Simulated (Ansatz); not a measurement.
**AlFe under changes of volume**

One of the cells (12.321 Å³/atom); the others are scaled copies at fixed shape and fractional positions:

```
Fe Al
1.0
     2.91000    0.00000    0.00000
     0.00000    2.91000    0.00000
     0.00000    0.00000    2.91000
Fe Al
1 1
Direct
  0.50000 0.50000 0.50000
  0.00000 0.00000 0.00000
```

| Quantity | Value |
| --- | --- |
| Program | Ansatz 0.2.0 |
| Functional | PBEsol |
| Potentials or basis | all-electron LAPW, scalar-relativistic |
| Cutoff | 269 eV (chosen from the basis error) |
| Basis error allowed | 0.0005 eV/atom |
| k mesh | 9 × 9 × 9 |
| Occupations | fermi-dirac, width 0.05 eV |
| Spin | collinear spin, ferromagnetic start |
| Starting moments | [3.0, 0.0] μB |

```csv
volume (Å³/atom),energy over the lowest point (meV/atom),pressure (GPa),moment (μB per cell)
11.582,0.00,-1.3,0.61
11.828,5.04,-5.0,0.63
12.075,15.47,-8.3,0.64
12.321,30.73,-11.3,0.66
12.568,50.30,-13.9,0.68
12.814,73.74,-16.3,0.69
13.060,?,?,?
```

Question: What does the run at 13.060 Å³/atom give?

Answer: Energy over the lowest point 100.61 meV/atom; pressure -18.3 GPa; moment 0.72 μB per cell.

Worked out: A Birch-Murnaghan fit of order 3 (a polynomial in V^(-2/3)) to the other rows has its minimum at 11.49 Å³/atom, just outside them, with B0 = V·E''(V) = 189 GPa and B' = 4.1. It gives 100.62 meV/atom at 13.060 Å³/atom, against the run's 100.61, and -dE/dV = -18.6 GPa, against -18.3. A straight line through the other rows of the moment, of slope 0.0661 μB per Å³/atom, extrapolates to 0.71 μB, against the run's 0.72.

Energies are extrapolated to zero smearing.
